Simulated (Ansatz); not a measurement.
# Hg: clamped-ion strain scan

All numbers below come from Ansatz, DFT LDA, scalar-relativistic, plane waves, PAW. Cutoff 420 eV, Γ-centred 18×18×18 k-points, Gaussian smearing of 0.15 eV. Spin–orbit coupling is left out, which can shift energies with elements as heavy as these. No spin polarisation. Energies are free energies at this smearing, counted from the undisturbed cell; pressure is positive in compression.

The undisturbed cell (as given, not relaxed at this level; it stands at -1.7 GPa):

```
CELL_PARAMETERS angstrom
1.73000 0.99882 2.23400
-1.73000 0.99882 2.23400
0.00000 -1.99763 2.23400
ATOMIC_POSITIONS crystal
Hg 0.00000 0.00000 0.00000
```

The cell is strained by ε times the Voigt pattern (0, 0, 0, 0, 0, 1) (xx, yy, zz, yz, xz, xy; engineering shear) with fractional coordinates fixed. The cell is metallic on the mesh throughout.

```
      ε  ΔE (meV/atom) stress summed along the pattern (GPa, tension positive)
-0.0400            0.6                                                    -0.20
-0.0200            0.2                                                    -0.12
 0.0000            0.0                                                     0.00
 0.0100            0.0                                                     0.06
 0.0300            0.4                                                     0.17
```